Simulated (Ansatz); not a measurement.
input.yaml (Ansatz 0.2.0):

```yaml
crystal:
  lattice:
    - [-1.6731146522, 1.6731146522, 5.717413033]
    - [1.6731146522, -1.6731146522, 5.717413033]
    - [1.6731146522, 1.6731146522, -5.717413033]
  atoms:
    - { symbol: Nb, position: [0.5000094769, 0.5000094769, 0.0] }
    - { symbol: Nb, position: [0.2500094769, 0.7500094769, 0.5] }
    - { symbol: P, position: [0.0896152642, 0.0896152642, 0.0] }
    - { symbol: P, position: [0.8326190931, 0.3326190931, 0.5] }
basis:
  ecutwfc: 420
  ecutrho_ratio: 4
kpoints:
  mp_grid: { grid: [14, 14, 14] }
hamiltonian:
  xc: pbe
scf:
  occupations: { method: gaussian, width: 0.05 }
output:
  forces: true
  stress: true
  eigenvalues: true
  write_density: true
  write_potential: true
  elf: true
  volumetric_format: npy
```

Launched as:
```sh
ansatz run input.yaml --threads 4 --pin off --max-ram 7168MiB --backend cpu --events-out ev --progress --plain --runs-dir out
```

The chain of runs began from a structure of the Materials Project database, expanded in volume; all values here are this work's own. Such entries can be computed or ordered models and not known phases.

Before reading the output: what should come out?

Pressure 0.3 GPa, gap on the mesh zero (metallic), largest force component 1.177 eV/Å (PBE, scalar-relativistic).

About how long does the run take on 4 threads of Arm Neoverse V1 (shared host), and how much memory does it need?

About 24 s, with a peak of 0.83 GiB.

What the program printed, in part:

```
Pseudopotentials: kind: paw
Pseudopotential: Nb, paw, valence charge 13, recommended cutoff 420 eV (normal), Nb.paw.azcp
Pseudopotential: P, paw, valence charge 5, recommended cutoff 420 eV (normal), P.paw.azcp
Crystal: 4 atoms, lattice volume = 64.019 Å³
Basis set: ecut = 420 eV, 1231 PW (Γ), FFT grids on a1−a2, a2, a1+a3, exchange–correlation on 64×90×48 points (8 copies of the dense FFT grid, shifted against one another)
Bands: 22, of which v1, the nominal top of the filled ones, is band 18 counted from 1 (17 counted from 0)
Symmetry: 4 space group operations
Space group: Imm2 (ITA 44), of the structure as read, at distance tolerance 4.0e-5 Å
k-points: 428 of 2744 (time reversal used)
Initial density: superposition of atomic densities (neutral atoms: chi_scale 0, normalization atom), corrected by the library's trained network
Initial wavefunctions: pseudopotential atomic-orbital guess
Functional: x = pbe(κ = 0.804, μ = 0.21951), c = pbe(β = 0.06672)
```

SCF trace (energy estimate counted from the last row):
```
iteration   ΔE (eV)  density residual (eV)
        1  -9.0e-04                3.09e-2
        2   4.6e-04                8.45e-3
        3  -1.0e-06                2.78e-4
        4     0.000                8.70e-6
        5     0.000                3.35e-7
        6     0.000                1.91e-8
```

```
SCF 1 converged in 6 iterations: F = -10620.023834 eV  dr2 = 1.91e-8
SCF converged after 6 iterations
Free energy (F): -10620.023834 eV
E sigma→0 (E₀):  -10620.023493 eV
Entropy (-TS):   -0.000681 eV (-0.170 meV/atom)
Fermi energy:    14.973363 eV
--- Per-component energies (eV) ---
  E_band       = -143.695518
  E_kinetic    = 934.264583
  E_local      = -1721.272481  (includes V_loc(G=0)·N_el)
  E_nonlocal   = 304.824515
  E_hartree    = 559.889421
  E_xc         = -477.615355
  E_vxc        = -552.295207  (∫ρ·V_xc dr)
  E_paw        = -7284.879302  (= ΣΔE_a)
  E_vpaw       = -228.993470  (= ΣTr[D̂ρ^β])
  E_aug_tail   = 0.000022  (compensation charges beyond the density's cutoff)
  E_ewald      = -2935.234555
  E_smearing   = -0.000681  (= −TS)
--- Forces (eV/Å), atoms counted from 1 ---
  atom   1  Nb     0.00000000     0.00000000     0.44851956
  atom   2  Nb     0.00000000     0.00000000     0.52642827
  atom   3  P      0.00000000     0.00000000    -1.17721058
  atom   4  P      0.00000000     0.00000000     0.20226739
--- Stress (GPa, compression-positive) ---
        0.490140       0.000000       0.000000
        0.000000      -1.035343       0.000000
        0.000000       0.000000       1.397022
  P = ⅓ Tr σ = 0.2839 GPa (2.839 kbar)
```
